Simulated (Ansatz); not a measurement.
**Levels of theory for BN (P6_3/mmc)**

Measured values to be reproduced:
- lattice constant a: 2.5069 ± 0.0002 Å (a at 300 K; 300 K; synchrotron powder XRD, Le Bail; powder; 300 K value from polynomial fit to temperature-dependent data; “Anisotropic thermo-mechanical response of layered hexagonal boron nitride and black phosphorus: application as a simultaneous pressure and temperature sensor”, 2023, arxiv:2307.07533)
- lattice constant c: 6.6706 ± 0.0007 Å (c at 300 K; 300 K; synchrotron powder XRD, Le Bail; powder; 300 K value from linear fit to temperature-dependent data; “Anisotropic thermo-mechanical response of layered hexagonal boron nitride and black phosphorus: application as a simultaneous pressure and temperature sensor”, 2023, arxiv:2307.07533)
- ε∞: 2.86 (out-of-plane, parallel to c, high-frequency; optical measurements (quoted from earlier work); Literature value quoted from earlier optical work; sample and temperature not given here; quoted in “Dielectric permittivity, conductivity and breakdown field of hexagonal boron nitride”, 2022, arxiv:2201.05826)

The calculated numbers come from the PAW code Ansatz. Spin-unpolarised throughout.

The cell is a 4-atom cell of BN started from a crystallographic database; cell and atoms were relaxed with r2SCAN+rVV10. The symmetry is P6_3/mmc (No. 194, hexagonal); conventional cell a = 2.501 Å, c = 6.524 Å, 8.83 Å³ an atom. B has 3 N at 1.44 Å; N has 3 B at 1.44 Å.

```cif
data_structure
_symmetry_space_group_name_H-M 'P6_3/mmc'
_symmetry_Int_Tables_number 194
_cell_length_a 2.5006
_cell_length_b 2.5006
_cell_length_c 6.5236
_cell_angle_alpha 90.000
_cell_angle_beta 90.000
_cell_angle_gamma 120.000
_cell_volume 35.33
loop_
_atom_site_label
_atom_site_type_symbol
_atom_site_symmetry_multiplicity
_atom_site_Wyckoff_symbol
_atom_site_fract_x
_atom_site_fract_y
_atom_site_fract_z
_atom_site_occupancy
B1 B 2 c 0.33333 0.66667 0.25000 1
N1 N 2 d 0.33333 0.66667 0.75000 1
```

Relaxed lattice by functional, symmetry kept:
```tsv
functional	k mesh	a (Å)	c (Å)	volume (Å³/atom)
PBE-D3(BJ)	12×12×4	2.506	6.614	9.00
r2SCAN+rVV10	12×12×4	2.501	6.524	8.83
PBE-D4	12×12×4	2.507	6.554	8.92
```

On this one geometry the levels give:

| level | k mesh | gap (eV) | kind | edges | least direct gap (eV) | rough cost |
| --- | --- | --- | --- | --- | --- | --- |
| LDA | 12×12×4 | 4.01 | indirect | K–Γ (0.09) → M | 4.47 | 1.1 core-seconds |
| PBE | 12×12×4 | 4.21 | indirect | K–Γ (0.10) → M | 4.65 | 1.4 core-seconds |
| r2SCAN | 12×12×4 | 4.76 | indirect | K–Γ (0.09) → M | 5.22 | 2.2 core-seconds |
| r2SCANh | 9×9×4 | 5.50 | indirect | K–Γ (0.09) → M | 5.97 | 90 core-seconds |
| HSE06 | 9×9×4 | 5.52 | indirect | K–Γ (0.09) → M | 6.02 | 80 core-seconds |
| DDH-PBE0 | 9×9×4 | 6.20 | indirect | K–Γ (0.09) → M | 6.70 | 60 core-seconds |
| PBE0 | 9×9×4 | 6.26 | indirect | K–Γ (0.09) → M | 6.77 | 80 core-seconds |
| G0W0@PBE (105 empty bands, 120 eV, 6×6×2) | 6×6×2 | 5.68 | – | H → M (mesh) | – | 11 core-seconds |
| G0W0@PBE (261 empty bands, 220 eV, 6×6×2) | 6×6×2 | 5.85 | – | H → M (mesh) | – | 40 core-seconds |

PBE: smearing of 0.02 eV; the others have fixed occupations.
Wave cutoffs: 420 eV, 500 eV (r2SCAN, r2SCANh).
Points off the special ones are mesh points or PBE's searched band edges, reused at the other levels. Set aside, since their points miss a band edge that the other levels read or their mesh is too coarse: LC-ωPBE.
The G0W0 gap is PBE's gap over the path plus the quasiparticle shift read on the mesh. The G0W0 figures hold for the stated bands, cutoff and mesh and aren't extrapolated.
Costs come from shared machines and give only the order; PBE's includes the band path.

With HSE06 the valence top lies at K–Γ (0.09 of the way from K) and the conduction bottom at M, 5.52 eV higher; the smallest vertical gap, at M, is 6.02 eV.

Set against the finite-basis gap of 5.85 eV from G0W0@PBE (261 empty bands, 220 eV, 6×6×2), the closest functional is HSE06, which differs by -0.33 eV, at about 40 times r2SCAN's cost; G0W0 itself took about 18 times r2SCAN's cost. The others: r2SCANh -0.35, DDH-PBE0 +0.35, PBE0 +0.41, r2SCAN -1.09, PBE -1.64, LDA -1.84 eV. The yardstick still moved by +0.17 eV in its last step of bands and cutoff, so this order can change. r2SCAN covers 42 % of the step from PBE to HSE06, while HSE06 needs about 40 times r2SCAN's cost (on a coarser mesh). All these functionals give a gap of the same kind, indirect.

r2SCAN (ground state on 9×9×4): The electronic dielectric tensor ε∞ is 4.46 along x and y, 2.71 along z. Born charges, averaged over directions: B +2.08, N -2.08 e. PBE (ground state on 9×9×4): The electronic dielectric tensor ε∞ is 4.80 along x and y, 2.77 along z. Born charges, averaged over directions: B +2.07, N -2.07 e.

Calculation and measurement side by side:
- Lattice constant a, measured 2.5069 Å: PBE-D3(BJ) 2.506 (0.0 %), r2SCAN+rVV10 2.501 (-0.3 %), PBE-D4 2.507 (0.0 %).
- Lattice constant c, measured 6.6706 Å: PBE-D3(BJ) 6.614 (-0.8 %), r2SCAN+rVV10 6.524 (-2.2 %), PBE-D4 6.554 (-1.7 %).
- ε∞, measured 2.86: r2SCAN gives 4.46 along x and y, 2.71 along z.
- ε∞, measured 2.86: PBE gives 4.80 along x and y, 2.77 along z.
The calculated lattice is static; the measured one holds thermal expansion and zero-point motion. Reports marked as nanostructured, strained, doped, implanted or mixed samples, and transport gaps, were set aside.

The meshes of the hybrids are coarse, so their gaps aren't converged to the digits shown.
